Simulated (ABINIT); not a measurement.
The system is MgTe.

```
Te Mg
1.0
     0.00000    3.23200    3.23200
     3.23200    0.00000    3.23200
     3.23200    3.23200    0.00000
Te Mg
1 1
Cartesian
  1.6160 1.6160 1.6160
  0.0000 0.0000 0.0000
```

The cell comes from a database or a generator and needn't be the stable form of this composition.

Base run:

| Item | Value |
| --- | --- |
| Program | ABINIT 10.8.3 (patched build) |
| Functional | AM05 |
| Potentials or basis | JTH PAW PBE v2.0 |
| Cutoff | 626 eV |
| k mesh | 7 × 7 × 7 |
| Occupations | fermi-dirac, width 0.05 eV |
| Spin | no spin polarisation |

Its results: band gap on the k mesh 2.42 eV, direct; pressure 0.1 GPa.

Question: After a change of settings the same cell gave: band gap on the k mesh 2.57 eV, direct; pressure 1.7 GPa. Which change was it?
A. functional from AM05 to revPBE
B. functional from AM05 to PW91
C. functional from AM05 to PBEsol
D. functional from AM05 to LDA

Answer: A.

revPBE binds less tightly than AM05, so the same cell stands under more pressure.

Caveats: the PAW data sets were made with another functional, which shifts forces and pressure a little; spin-orbit coupling is left out, which moves the levels of the heavy elements; an odd mesh through Γ misses points on the zone boundary, where band edges often lie (some runs).
